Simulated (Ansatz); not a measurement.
## Sb: the change of energy above lowest point and pressure with volume per atom

All results are calculated (Ansatz 0.2.0 development build). Equation of state of a cubic crystal from periodic Kohn-Sham density functional theory without spin; pressure corrected for the finite basis.

Cell of the first row (space group Fd-3m, No. 227):
```
cell vectors (Å)
   0.0000     3.4015     3.4015
   3.4015     0.0000     3.4015
   3.4015     3.4015     0.0000
atoms (fractions of the cell vectors)
Sb  0.00000  0.00000  0.00000
Sb  0.25000  0.25000  0.25000
```

Settings of every row: formula Sb; structure type diamond; functional r2SCAN; spin treatment none; k mesh 9x9x9; occupation method fermi-dirac; occupation width 0.1 eV; wave cutoff 240 eV; datasets all-electron datasets; density cutoff ratio 7; dirac inner shells no; nucleus point.

Limits: a cubic model structure, not a phase known at ambient conditions.

```csv
row,volume per atom (Å³),energy above lowest point (meV/atom),pressure (GPa)
1,39.355,17.82,2.369
2,40.639,?,?
3,41.922,0,-0.026
4,43.206,4.13,-0.981
5,44.489,15.36,-1.803
```

Question: what energy above lowest point and pressure should row 2 give?

Worked fit of energy above lowest point. Take u = (V_r/V)^(2/3) − 1 with V_r = 42.564 Å³ an atom, which is twice the finite (Eulerian) strain; such expansions in the strain, on which the Birch-Murnaghan equation of state is built, carry the rest volume and the bulk modulus. The shown rows have u = 0.05365, 0.01018, -0.00993, -0.02906. Least squares give energy above lowest point = 1.112 − 208.53 × u + 9691.8 × u² meV/atom; a straight line predicts inner rows, each left out in turn, worse (root mean square 10 against 0.018 meV/atom). The rows lie off it by 0.00, 0.01, -0.01, 0.00. Its lowest point lies at u = 0.0108, or V = 41.89 Å³ an atom, and the curvature there gives the bulk modulus at fixed shape and fractions, B = (4/9)(1 + u)² E″(u)/V = 33.7 GPa. The withheld row has u = 0.03133, so the fit gives 1.112 − 208.53 × (0.03133) + 9691.8 × (0.03133)² = 4.09 meV/atom.

The calculation gave 4.12 meV/atom. The fit lies 0.03 meV/atom (0.17 % of the column's range) below it; its largest miss of a shown row is 0.01 meV/atom.

Worked fit of pressure. Take u = (V_r/V)^(2/3) − 1 with V_r = 42.564 Å³ an atom, which is twice the finite (Eulerian) strain; such expansions in the strain, on which the Birch-Murnaghan equation of state is built, carry the rest volume and the bulk modulus. The shown rows have u = 0.05365, 0.01018, -0.00993, -0.02906. Least squares give pressure = −0.5215 + 47.526 × u + 118.35 × u² GPa; a straight line predicts inner rows, each left out in turn, worse (root mean square 0.12 against 0.0016 GPa). The rows lie off it by 0.000, -0.001, 0.001, 0.000. The pressure vanishes at u = 0.0107, or V = 41.89 Å³ an atom, and there the bulk modulus at fixed shape and fractions is B = −V dP/dV = (2/3)(1 + u) dP/du = 33.7 GPa. The withheld row has u = 0.03133, so the fit gives −0.5215 + 47.526 × (0.03133) + 118.35 × (0.03133)² = 1.084 GPa.

The calculation gave 1.083 GPa. The fit lies 0.001 GPa (0.024 % of the column's range) above it, one unit of the last digit.
